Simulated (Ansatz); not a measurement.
## TiO2: largest V_zz and pressure against volume scale

Results calculated with Ansatz 0.2.0, not measured. Periodic Kohn-Sham DFT of a crystal at fixed atoms, scaled to volume_scale times the given cell; pressure positive in compression, energy less spherical unpolarised free atoms, largest_vzz the field gradient of largest size among the nuclei.

The cell before it is scaled or strained (space group I4_1/amd, No. 141):
```
CELL_PARAMETERS angstrom
-1.89250 1.89250 4.75700
1.89250 -1.89250 4.75700
1.89250 1.89250 -4.75700
ATOMIC_POSITIONS crystal
Ti 0.00000 0.00000 0.00000
Ti 0.75000 0.25000 0.50000
O 0.20660 0.20660 0.00000
O 0.95660 0.45660 0.50000
O 0.54340 0.04340 0.50000
O 0.79340 0.79340 0.00000
```

Settings of every row: method frozen-core PAW; functional PBE; relativity scalar; k mesh 13x13x13; filling fermi-dirac; smearing width 0.08 eV; wave cutoff 420 eV; paw set soft_2.

Atom start moment: 0 on all atoms.

```
row  volume scale  V (Å³/atom)  largest V_zz (1e21 V/m^2)  pressure (GPa)
  1          0.94       10.677                      1.483          22.146
  2          0.96       10.904                      1.616          16.178
  3          0.98       11.131                      1.748          10.794
  4          0.99       11.245                          ?               ?
  5             1       11.358                      1.872           5.936
  6          1.01       11.472                      1.932           3.687
  7          1.02       11.585                      1.992           1.552
  8          1.04       11.813                      2.108          -2.403
  9          1.06        12.04                      2.222           -5.97
```

Question: what largest V_zz and pressure should row 4 give?

Worked fit of largest V_zz. Take t = volume scale − 1. The shown rows have t = -0.06, -0.04, -0.02, 0, 0.01, 0.02, 0.04, 0.06. Least squares give largest V_zz = 1.8715 + 6.151 × t − 5.39 × t² 1e21 V/m^2; a straight line predicts inner rows, each left out in turn, worse (root mean square 0.0066 against 0.0012 1e21 V/m^2). The rows lie off it by 0.000, -0.001, 0.002, 0.001, 0.000, 0.000, -0.001, 0.001. The withheld row has t = -0.01, so the fit gives 1.8715 + 6.151 × (-0.01) − 5.39 × (-0.01)² = 1.809 1e21 V/m^2.

The calculation gave 1.81 1e21 V/m^2. The fit lies 0.001 1e21 V/m^2 (0.14 % of the column's range) below it, one unit of the last digit.

Worked fit of pressure. Take u = (V_r/V)^(2/3) − 1 with V_r = 11.415 Å³ an atom, which is twice the finite (Eulerian) strain; such expansions in the strain, on which the Birch-Murnaghan equation of state is built, carry the rest volume and the bulk modulus. The shown rows have u = 0.04557, 0.031, 0.01694, 0.00334, -0.00332, -0.00981, -0.02259, -0.03491. Least squares give pressure = 4.7968 + 338.798 × u + 892.78 × u² + 604 × u³ GPa; a parabola predicts inner rows, each left out in turn, worse (root mean square 0.011 against 0.0065 GPa). The rows lie off it by -0.001, 0.003, -0.001, -0.002, 0.005, -0.007, 0.005, -0.002 (root mean square 0.0038 GPa). The pressure vanishes at u = -0.0147, or V = 11.67 Å³ an atom, and there the bulk modulus at fixed shape and fractions is B = −V dP/dV = (2/3)(1 + u) dP/du = 206 GPa. Letting shape and atoms relax would as a rule lower it, by much in layered, chain or molecular crystals. The withheld row has u = 0.01005, so the fit gives 4.7968 + 338.798 × (0.01005) + 892.78 × (0.01005)² + 604 × (0.01005)³ = 8.293 GPa.

The calculation gave 8.303 GPa. The fit lies 0.010 GPa (0.036 % of the column's range) below it; its largest miss of a shown row is 0.007 GPa.
